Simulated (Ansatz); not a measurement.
# Au: the crystal squeezed far

One table from this session's results is given with a row withheld; the runs are named, their logs left out.

Program: Ansatz 0.2.0. Level of theory: DFT PBE, with the methods named in each step. These are calculated values, not measurements.

**The starting structure**

Symmetry: Im-3m, No. 229, cubic system. The conventional cell has a = 3.299 Å, b = 3.299 Å, c = 3.299 Å, α = 90.00°, β = 90.00°, γ = 90.00°. Around Au (site symmetry m-3m) lie 8 Au at 2.86 Å.

Structure file:

```
CELL_PARAMETERS angstrom
-1.64953 1.64953 1.64953
1.64953 -1.64953 1.64953
1.64953 1.64953 -1.64953
ATOMIC_POSITIONS crystal
Au 0.00000 0.00000 0.00000
```

Whether this phase is the stable one at these pressures isn't tested.

The first run:

The input, input.yaml:

```yaml
crystal:
  lattice:
    - [-1.6495254221, 1.6495254221, 1.6495254221]
    - [1.6495254221, -1.6495254221, 1.6495254221]
    - [1.6495254221, 1.6495254221, -1.6495254221]
  atoms:
    - { symbol: Au, position: [0.0, 0.0, 0.0] }
kpoints:
  mp_grid: { grid: [16, 16, 16] }
scf:
  occupations: { method: fermi_dirac, width: 0.08 }
hamiltonian:
  xc: pbe
  pseudopotentials: { kind: paw }
output:
  forces: true
  stress: true
relax:
  f_tol: 0.005
  max_steps: 40
  cell: {}
```

Launch:

```sh
ansatz run input.yaml --threads 1 --pin off --max-ram 2048MiB --backend cpu --events-out ev --progress --plain --runs-dir out
```

Steps of the session up to this table: Cell relaxed at zero pressure, PAW; Volume scaled by 1, PAW; Volume scaled by 1, PAW (core large); Volume scaled by 0.88, PAW; Volume scaled by 0.88, PAW (core large); Volume scaled by 0.78, PAW; Volume scaled by 0.68, PAW; Volume scaled by 0.58, PAW; Volume scaled by 0.58, PAW (partial_waves polarizable); Volume scaled by 0.5, PAW; Volume scaled by 0.43, PAW; Volume scaled by 0.43, PAW (partial_waves polarizable).

One table of the session follows, with a row left open; its other results are not shown here.

```
                         method  volume over the first  volume (Å³/atom)  pressure (GPa)
                            PAW                      1            18.001            0.00
                            PAW                   0.88            15.841           25.77
                            PAW                   0.78            14.041           70.80
                            PAW                   0.68                 ?               ?
                            PAW                   0.58            10.441          347.20
                            PAW                    0.5             9.001          649.01
                            PAW                   0.43             7.740         1154.33
               PAW (core large)                      1            18.001           -0.07
               PAW (core large)                   0.88            15.841           25.62
PAW (partial_waves polarizable)                   0.58            10.441          347.20
PAW (partial_waves polarizable)                   0.43             7.740         1154.33
```

Q: Estimate the row for PAW, 0.68 from the others.

**Answer.** volume (Å³/atom): 12.241; pressure (GPa): 160.60. In the column «volume (Å³/atom)» it lies between PAW (partial_waves polarizable), 0.58 (10.441) and PAW, 0.78 (14.041).

Caveats from the session: Warnings in the runs' records: datasets by core.
